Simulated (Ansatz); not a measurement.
Cubic perovskite BaSnO3, treated with BLYP (Ansatz, a program for electronic structure, PAW).

Numerical settings: plane-wave cutoff 520 eV, 8×8×8 k mesh, Fermi–Dirac smearing 0.01 eV, scalar-relativistic PAW data made under PBE.

Cell (measured lattice):

```yaml
crystal:
  lattice:
    - [4.11600, 0.00000, 0.00000]
    - [0.00000, 4.11600, 0.00000]
    - [0.00000, 0.00000, 4.11600]
  atoms:
    - { symbol: Ba, position: [0.00000, 0.00000, 0.00000] }
    - { symbol: Sn, position: [0.50000, 0.50000, 0.50000] }
    - { symbol: O, position: [0.50000, 0.00000, 0.50000] }
    - { symbol: O, position: [0.00000, 0.50000, 0.50000] }
    - { symbol: O, position: [0.50000, 0.50000, 0.00000] }
```

Task: Estimate the band gap and smallest direct gap on the k points sampled that the calculation returns.

Result: 
- band gap = 1.00 eV
- smallest direct gap on the k points sampled = 1.47 eV

Measured, for comparison: band gap 2.95 eV (temperature not stated, not corrected to a static lattice, indirect, from the absorption edge of a single crystal; as tabulated in Kim et al. (2012), arXiv:1207.0764).

Note: cell and atoms aren't relaxed at this level (pressure 11.8 GPa).

Spin–orbit coupling is not included.

The result took roughly 17 core-seconds.
